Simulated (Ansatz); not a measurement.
Computed with DFT r2SCAN, scalar-relativistic, plane waves, PAW (Ansatz). All cells share a 500 eV cutoff and Γ-centred k meshes spaced at most 0.3 Å⁻¹ (0.19 for metals, 2π included).

All energies are static (0 K, no zero-point motion). The comparison covers the computed candidates alone. For metals, differences of a few meV/atom aren't resolved. CdO2, CdO2 ran without spin though their anion shells hold holes that may carry moments, so they can lie lower. No run is spin-polarised.

Q: Which is lower for CdO2, the pyrite or the AlB2 structure, and by how much?

A: The pyrite structure, by 855 meV/atom. It takes 12.5 Å³/atom against 11.2.

Q: Which is lower for CdO2, the cuprite or the AlB2 structure, and by how much?

A: The AlB2 structure, by 319 meV/atom. It takes 11.2 Å³/atom against 17.1.

Q: Which is lower for CdO2, the cuprite or the pyrite structure, and by how much?

A: The pyrite structure, by 1174 meV/atom. It takes 12.5 Å³/atom against 17.1.